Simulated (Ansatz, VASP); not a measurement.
Au in VASP and in Ansatz

INCAR

```
PREC     = Accurate       # precision mode
ENCUT    = 520            # plane-wave cutoff, eV
EDIFF    = 1E-6           # SCF threshold, eV
ISMEAR   = -1             # smearing method
SIGMA    = 0.15           # smearing width, eV
LREAL    = False          # projectors in reciprocal space
LASPH    = True           # aspherical terms in the spheres
NELM     = 100            # most SCF steps
ALGO     = Fast           # electronic algorithm
ISIF     = 2              # what is computed and relaxed
LWAVE    = False          # write WAVECAR
LCHARG   = False          # write CHGCAR
NBANDS   = 12             # bands
```

File KPOINTS:

```
regular mesh
0
Gamma
  20 20 20
```

File POSCAR:

```
Au
1.0
    0.0000000000      2.0103995441      2.0103995441
    2.0103995441      0.0000000000      2.0103995441
    2.0103995441      2.0103995441      0.0000000000
Au
1
Direct
    0.0000000000      0.0000000000      0.0000000000
```

Input for Ansatz:

```yaml
crystal:
  lattice:
    - [0.0, 2.0103995441, 2.0103995441]
    - [2.0103995441, 0.0, 2.0103995441]
    - [2.0103995441, 2.0103995441, 0.0]
  atoms:
    - { symbol: Au, position: [0.0, 0.0, 0.0] }
basis:
  ecutwfc: 420
kpoints:
  mp_grid: { grid: [20, 20, 20] }
hamiltonian:
  xc: lda
scf:
  occupations: { method: fermi_dirac, width: 0.15 }
output:
  forces: true
  stress: true
  eigenvalues: true
```

Alike in both runs: task single point; functional LDA; k mesh 20 × 20 × 20; occupations fermi-dirac, width 0.15 eV; no spin polarisation.

```csv
,VASP,Ansatz
version,VASP 6.6.1,Ansatz 0.2.0
potentials or method,"VASP PAW LDA potentials, release 64 (Au)","scalar-relativistic, plane waves, PAW"
plane-wave cutoff (eV),520,420
valence electrons in the cell,11,19
```

VASP gave:

```
gap on the k mesh at the Fermi level (eV) : none
pressure (GPa)                            : 4.7
```

Which values does Ansatz return?

gap on the k mesh at the Fermi level (eV): none; pressure (GPa): 4.1.

A gap of «none» marks a metal or a gap that the smearing closes. The two sets of potentials don't hold the same shells in valence.

The runs have no spin-orbit coupling, so splittings on Au are missing.
